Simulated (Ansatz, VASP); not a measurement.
**Two plane-wave programs on AlN**

INCAR

```
PREC     = Accurate       # precision mode
ENCUT    = 520            # plane-wave cutoff, eV
EDIFF    = 1E-7           # SCF threshold, eV
ISMEAR   = 0              # smearing method
SIGMA    = 0.05           # smearing width, eV
LREAL    = False          # projectors in reciprocal space
LASPH    = True           # aspherical terms in the spheres
NELM     = 100            # most SCF steps
ALGO     = Normal         # electronic algorithm
ISIF     = 2              # what is computed and relaxed
LWAVE    = False          # write WAVECAR
LCHARG   = True           # write CHGCAR
GGA      = PE             # functional
LELF     = True           # ELF
LVHAR    = True         
NBANDS   = 16             # bands
```

File KPOINTS:

```
Automatic mesh
0
Gamma
  9 9 6
```

Contents of POSCAR:

```
AlN
1.0
    3.5605244225      0.0000000000      0.0000000000
   -1.7802622112      3.0835046006      0.0000000000
    0.0000000000      0.0000000000      4.1875630000
Al N
2 2
Direct
    0.3333333333      0.6666666667      0.7500000000
    0.6666666667      0.3333333333      0.2500000000
    0.3333333333      0.6666666667      0.2500000000
    0.6666666667      0.3333333333      0.7500000000
```

Input for Ansatz:

```yaml
crystal:
  lattice:
    - [3.5605244225, 0.0, 0.0]
    - [-1.7802622112, 3.0835046006, 0.0]
    - [0.0, 0.0, 4.187563]
  atoms:
    - { symbol: Al, position: [0.3333333333, 0.6666666667, 0.75] }
    - { symbol: Al, position: [0.6666666667, 0.3333333333, 0.25] }
    - { symbol: "N", position: [0.3333333333, 0.6666666667, 0.25] }
    - { symbol: "N", position: [0.6666666667, 0.3333333333, 0.75] }
basis:
  ecutwfc: 420
kpoints:
  mp_grid: { grid: [9, 9, 6] }
hamiltonian:
  xc: pbe
scf:
  occupations: { method: gaussian, width: 0.05 }
output:
  forces: true
  stress: true
  eigenvalues: true
```

Change from the starting cell: strain +0.0750 x Voigt [1, 1, 0, 0, 0, 0], atoms carried along.

Alike in both runs: task single point; functional PBE; k mesh 9 × 9 × 6; occupations gaussian, width 0.05 eV; no spin polarisation.

```csv
,VASP,Ansatz
version,VASP 6.6.1,Ansatz 0.2.0
potentials or method,"VASP PAW PBE potentials, release 64 (Al, N)","scalar-relativistic, plane waves, PAW"
plane-wave cutoff (eV),520,420
valence electrons in the cell,16,16
```

Ansatz gave:

```
gap on the k mesh at the Fermi level (eV)       : 2.49
least direct gap on the mesh (eV)               : 2.49
pressure (GPa)                                  : -22.4
largest component of the traceless stress (GPa) : 5.36
```

**Question.** Estimate VASP's values.

**Answer.** gap on the k mesh at the Fermi level (eV): 2.49; least direct gap on the mesh (eV): 2.49; pressure (GPa): -22.5; largest component of the traceless stress (GPa): 5.43.

Caveats: so large a pressure means that the cell lies far from this level's equilibrium, or that cutoff or potentials fall short (VASP).
